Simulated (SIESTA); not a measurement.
Crystal: HgSe.

```xyz
2
Lattice="0.0000 3.0390 3.0390 3.0390 0.0000 3.0390 3.0390 3.0390 0.0000" Properties=species:S:1:pos:R:3 pbc="T T T"
Hg    0.0000    0.0000    0.0000
Se    4.5585    4.5585    4.5585
```

* Program: SIESTA 5.4.2
* Task: relaxation of cell and atoms
* Functional: vdW-DF-cx
* Potentials or basis: PseudoDojo 0.4 standard (PBE files)
* Basis: DZP (energy shift 0.002 Ry)
* Grid cutoff: 800 Ry
* Energy shift: 0.002 Ry
* k mesh: 8 × 8 × 8
* Occupations: fermi-dirac, width 0.05 eV
* Spin: no spin polarisation

At the start: pressure 4.0 GPa; volume 28.07 Å³/atom.

**Question.** How do energy, volume and symmetry change on relaxing?

**Answer.** Over 4 steps the energy falls by 23.5 meV/atom and the volume is 30.16 Å³/atom (+7.5 %); space group F-43m (No. 216, to 0.05 Å).

The path:
| step | energy change (eV) | largest force (eV/Å) | pressure (GPa) | volume (Å³) |
| --- | --- | --- | --- | --- |
| 1 | 0.0000 | 0.0000 | 4.02 | 56.13 |
| 2 | -0.0350 | 0.0005 | 1.93 | 58.10 |
| 3 | -0.0441 | 0.0008 | -0.83 | 61.34 |
| 4 | -0.0471 | 0.0008 | -0.09 | 60.32 |

Final structure:
```
CELL_PARAMETERS angstrom
0.00023 3.11289 3.11289
3.11289 0.00023 3.11289
3.11289 3.11289 0.00023
ATOMIC_POSITIONS crystal
Hg 0.00000 0.00000 0.00000
Se 0.75000 0.75000 0.75000
```

Caveat: semicore shells carry a single zeta, which can move pressures by several GPa and volumes by a few percent; the potentials were made for another functional, which shifts forces and pressure; the basis of atomic orbitals isn't converged, which shifts pressures, moduli and gaps.
